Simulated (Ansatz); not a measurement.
Reactions of C$_{8}$H$_{8}$O$_{2}$ (`COC(=O)c1ccccc1`).

Computed with Ansatz on PBE0-D4/def2-TZVP structures; ΔE is electronic, products minus reactants. CCSD(T)/CBS is the MP2 limit (def2-TZVPP, def2-QZVPP) plus CCSD(T) − MP2 in def2-TZVPP, frozen cores. This one scheme is used for every species, atoms too. For atomizations the MP2-based limit and the directly extrapolated one differ by several kJ/mol either way, and by 10 to 25 for some Ge, Se and Sn compounds, so smaller differences from it don't rank the levels. DFT in def2-TZVPP. B3LYP here is the variant with VWN-RPA as its local correlation; programs differ in this. No spin–orbit coupling; open shells (•) take unrestricted orbitals. Spin–orbit coupling would lower the free atoms: a little for C, O. Each species was taken in one conformer, which may not be the lowest.

```csv
reaction,CCSD(T)/CBS(def2) (kcal/mol)
`COC(=O)c1ccccc1` + `OC(O)Cl` → `COC(O)Cl` + `O=C(O)c1ccccc1`,-0.1
`COC(=O)c1ccccc1` + H₂S → `Sc1ccccc1` + `COC=O`,?
`COC(=O)c1ccccc1` + HCl → `O=C(Cl)c1ccccc1` + CH₃OH,13.7
`COC(=O)c1ccccc1` + `CCCO` → `CCCOC(=O)OC` + `c1ccccc1`,-2.7
`COC(=O)c1ccccc1` + `CN(C)C=O` → `CC(=O)N(C)C` + `O=C(O)c1ccccc1`,?
`COC(=O)c1ccccc1` → `[CH2]` (triplet) + `O=C(O)c1ccccc1`,94.0
`COC(=O)c1ccccc1` + H₂ → `O=Cc1ccccc1` + CH₃OH,4.7
`COC(=O)c1ccccc1` + HCl → `Clc1ccccc1` + `COC=O`,13.5
`COC(=O)c1ccccc1` → 8 C• + 8 H• + 2 O•,?
```

Fill in the missing values. (Best estimate.)

Ansatz gave: `COC(=O)c1ccccc1` + H₂S → `Sc1ccccc1` + `COC=O`: +10.4 kcal/mol; `COC(=O)c1ccccc1` + `CN(C)C=O` → `CC(=O)N(C)C` + `O=C(O)c1ccccc1`: -13.3 kcal/mol; `COC(=O)c1ccccc1` → 8 C• + 8 H• + 2 O•: +2034.6 kcal/mol.

Largest T1 diagnostic: 0.015, for `COC=O`.
